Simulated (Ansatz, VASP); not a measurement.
# One calculation of BaTiO3, two programs

```
CELL_PARAMETERS angstrom
2.88817 1.66748 2.38540
-2.88817 1.66748 2.38540
0.00000 -3.33497 2.38540
ATOMIC_POSITIONS crystal
Ba 0.99223 0.99223 0.99223
Ti 0.47702 0.47702 0.47702
O 0.51214 0.51214 0.02567
O 0.02567 0.51214 0.51214
O 0.51214 0.02567 0.51214
```

Alike in both runs: functional PBE; k mesh 6 × 6 × 6; occupations gaussian, width 0.02 eV; no spin polarisation.

Ansatz relaxed the structure, and its values are those at the end. VASP's run is a single point on that final structure, the one shown.

|  | VASP | Ansatz |
| --- | --- | --- |
| version | VASP 6.6.1 | Ansatz 0.2.0 |
| potentials or method | VASP PAW PBE potentials, release 64 (Ba_sv, Ti_sv, O) | scalar-relativistic, plane waves, PAW |
| plane-wave cutoff (eV) | 520 | 420 |
| valence electrons in the cell | 40 | 40 |

VASP gave:

| Item | Value |
| --- | --- |
| gap on the k mesh at the Fermi level (eV) | 2.76 |
| least direct gap on the mesh (eV) | 3.34 |
| pressure (GPa) | -1.1 |
| rms of the force components (eV/Å) | 0.042 |

Task: What did Ansatz give for the same quantities?

Result: gap on the k mesh at the Fermi level (eV): 2.80; least direct gap on the mesh (eV): 3.36; pressure (GPa): -2.5; rms of the force components (eV/Å): 0.000.

The functional is the same, so the differences come from potentials, cutoffs and numerics.

Caveats: spin-orbit coupling is left out, which moves the levels of the heavy elements. A k mesh can miss the band edges.
